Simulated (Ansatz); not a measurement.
Zn: energy above lowest point and pressure against volume per atom

Equation of state of a cubic crystal from periodic Kohn-Sham density functional theory without spin; pressure corrected for the finite basis. The results are calculated, by Ansatz 0.2.0 development build.

Cell of the first row (space group Fm-3m, No. 225):
```
CELL_PARAMETERS angstrom
0.00000 1.92400 1.92400
1.92400 0.00000 1.92400
1.92400 1.92400 0.00000
ATOMIC_POSITIONS crystal
Zn 0.00000 0.00000 0.00000
```

Settings of every row: formula Zn; structure type fcc; functional PBE; spin treatment none; k mesh 16x16x16; occupation method fermi-dirac; occupation width 0.061225619 eV; wave cutoff 700 eV; datasets hard PAW; density cutoff ratio 4.

Limits: a cubic model structure, not a phase known at ambient conditions; modest k-mesh, values are not fully converged in k; the SCF threshold is loose for a stress in some rows.

| row | volume per atom (Å³) | energy above lowest point (meV/atom) | pressure (GPa) |
| --- | --- | --- | --- |
| 1 | 14.243 | 12.99 | 4.942 |
| 2 | 14.547 | 5.46 | 3.063 |
| 3 | 14.85 | ? | ? |
| 4 | 15.153 | 0 | -0.042 |
| 5 | 15.456 | 1.31 | -1.311 |
| 6 | 15.759 | 4.86 | -2.419 |
| 7 | 16.062 | 10.37 | -3.384 |

Question: what energy above lowest point and pressure should row 3 give?

Worked fit of energy above lowest point. Take u = (V_r/V)^(2/3) − 1 with V_r = 15.305 Å³ an atom, which is twice the finite (Eulerian) strain; such expansions in the strain, on which the Birch-Murnaghan equation of state is built, carry the rest volume and the bulk modulus. The shown rows have u = 0.04911, 0.03444, 0.00668, -0.00652, -0.0193, -0.03167. Least squares give energy above lowest point = 0.361 − 99.7 × u + 7004.2 × u² + 5365 × u³ meV/atom; a parabola predicts inner rows, each left out in turn, worse (root mean square 0.11 against 0.016 meV/atom). The rows lie off it by 0.00, 0.01, -0.01, 0.00, 0.00, 0.00. Its lowest point lies at u = 0.0071, or V = 15.14 Å³ an atom, and the curvature there gives the bulk modulus at fixed shape and fractions, B = (4/9)(1 + u)² E″(u)/V = 67.9 GPa. The withheld row has u = 0.02032, so the fit gives 0.361 − 99.7 × (0.02032) + 7004.2 × (0.02032)² + 5365 × (0.02032)³ = 1.27 meV/atom.

The calculation gave 1.26 meV/atom. The fit lies 0.01 meV/atom (0.077 % of the column's range) above it, one unit of the last digit.

Worked fit of pressure. Take u = (V_r/V)^(2/3) − 1 with V_r = 15.305 Å³ an atom, which is twice the finite (Eulerian) strain; such expansions in the strain, on which the Birch-Murnaghan equation of state is built, carry the rest volume and the bulk modulus. The shown rows have u = 0.04911, 0.03444, 0.00668, -0.00652, -0.0193, -0.03167. Least squares give pressure = −0.7005 + 96.476 × u + 374.14 × u² GPa; a straight line predicts inner rows, each left out in turn, worse (root mean square 0.24 against 0.0048 GPa). The rows lie off it by 0.002, -0.003, -0.003, 0.003, 0.004, -0.003. The pressure vanishes at u = 0.0071, or V = 15.14 Å³ an atom, and there the bulk modulus at fixed shape and fractions is B = −V dP/dV = (2/3)(1 + u) dP/du = 68.3 GPa. The withheld row has u = 0.02032, so the fit gives −0.7005 + 96.476 × (0.02032) + 374.14 × (0.02032)² = 1.414 GPa.

The calculation gave 1.409 GPa. The fit lies 0.005 GPa (0.06 % of the column's range) above it; its largest miss of a shown row is 0.004 GPa.
